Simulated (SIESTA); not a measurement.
Crystal: TiSi2.

```
Ti Si
1.0
     0.00000    4.11752    4.26290
     2.38951    0.00000    4.26290
     2.38951    4.11752    0.00000
Ti Si
2 4
Direct
  0.75000 0.75000 0.75000
  0.50000 0.50000 0.50000
  0.41257 0.08743 0.41257
  0.08743 0.41257 0.08743
  0.16257 0.83743 0.16257
  0.83743 0.16257 0.83743
```

The cell is a database's computed one.

```yaml
Program: SIESTA 5.4.2
Task: single point
Functional: PBEsol
Potentials_or_basis: PseudoDojo 0.4 standard (PBEsol files)
Basis: DZP (energy shift 0.003 Ry; two zetas on semicore shells)
Grid_cutoff: 800 Ry
Energy_shift: 0.003 Ry
k_mesh: 7 × 7 × 7
Occupations: fermi-dirac, width 0.05 eV
Spin: no spin polarisation
```

On this cell: pressure -1.3 GPa; largest force 0.051 eV/Å; band gap on the k mesh none (metal or under the smearing width).

The same run follows on a disturbed copy (atoms moved at random, drawn with an rms of 0.05 Å):

```
Ti Si
1.0
     0.00000    4.11752    4.26290
     2.38951    0.00000    4.26290
     2.38951    4.11752    0.00000
Ti Si
2 4
Cartesian
  3.6333 6.1117 6.3765
  2.3463 4.1090 4.2783
  1.1705 3.3480 2.1337
  1.2065 0.7287 2.1475
  2.4337 1.3170 4.3016
  2.3347 6.9183 4.2719
```

**Question.** What does the disturbed cell give?

**Answer.** The energy (extrapolated to zero smearing) moves by +15.9 meV/atom; pressure -0.7 GPa; largest force 1.119 eV/Å; band gap on the k mesh none (metal or under the smearing width).

Forces in eV/Å, atoms in the order of the input:
```
Ti  -0.965  0.470  0.316
Ti   0.623 -0.105 -0.218
Si   0.198  0.182  0.121
Si   0.052 -0.336  0.312
Si  -0.280  0.066 -0.583
Si   0.373 -0.277  0.052
```

Stress tensor (GPa, compression positive):
```
-0.55 -0.58 -1.22
-0.58 -2.46  1.36
-1.22  1.36  0.86
```

Caveats: the basis of atomic orbitals isn't converged, which shifts pressures, moduli and gaps.
